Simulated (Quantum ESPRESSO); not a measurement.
## HfC: zone-centre phonons under several settings

```xyz
2
Lattice="0.0000 2.3250 2.3250 2.3250 0.0000 2.3250 2.3250 2.3250 0.0000" Properties=species:S:1:pos:R:3 pbc="T T T"
Hf    2.3250    2.3250    2.3250
C     0.0000    0.0000    0.0000
```

All runs used Quantum ESPRESSO 7.5; k mesh 10 × 10 × 10; relaxed cell; no spin polarisation; cutoff 612 eV; occupations cold, width 0.2 eV.

```csv
level,potentials,volume (Å³/atom),pressure (GPa),lowest optical mode without the field (cm⁻¹)
LDA,GBRV 1.5 LDA,11.99,-0.1,464
PBE,GBRV 1.5 PBE,12.59,0.0,421
PBEsol,GBRV 1.5 PBEsol,12.25,-0.1,451
WC,GBRV 1.5 PBE,12.31,0.0,447
AM05,GBRV 1.5 PBE,12.22,-0.1,457
RPBE,GBRV 1.5 PBE,12.77,0.0,407
vdW-DF-cx,GBRV 1.5 PBE,?,-0.1,?
```

What stands in the row left open?

Volume 12.25 Å³/atom; lowest optical mode without the field 455 cm⁻¹.

Caveats: the potentials were made for another functional, which shifts forces and pressure (some runs).

For the row left open. Caveat: the potentials were made for another functional, which shifts forces and pressure.
